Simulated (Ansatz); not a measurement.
# Pb: clamped-ion strain scan

All numbers below come from DFT PBE, scalar-relativistic, plane waves, PAW (Ansatz). The runs took a 420 eV cutoff, a Γ-centred 16×16×16 mesh and Gaussian smearing (0.15 eV). Spin–orbit coupling is left out, which can shift energies with elements as heavy as these. No spin polarisation. Energies are free energies at this smearing, counted from the undisturbed cell; pressure is positive in compression.

The undisturbed cell (as given, not relaxed at this level; it stands at 2.7 GPa):

```
Pb
1.0
     0.00000    2.46980    2.46980
     2.46980    0.00000    2.46980
     2.46980    2.46980    0.00000
Pb
1
Cartesian
  0.0000 0.0000 0.0000
```

The cell is strained by ε times the Voigt pattern (0, 0, 1, 0, 0, 0) (xx, yy, zz, yz, xz, xy; engineering shear) with fractional coordinates fixed. The cell is metallic on the mesh throughout.

```
      ε  ΔE (meV/atom) stress summed along the pattern (GPa, tension positive) pressure (GPa)
-0.0600           55.0                                                    -7.16             6.4
-0.0450           36.4                                                    -6.01             5.4
-0.0300           21.1                                                    -4.87             4.4
-0.0150            9.0                                                    -3.71             3.5
 0.0000            0.0                                                    -2.67             2.7
 0.0150           -6.2                                                    -1.75             1.9
 0.0300           -9.9                                                    -0.90             1.2
 0.0450          -11.4                                                    -0.15             0.6
 0.0525          -11.4                                                     0.17             0.3
 0.0600          -10.9                                                     0.46             0.0
```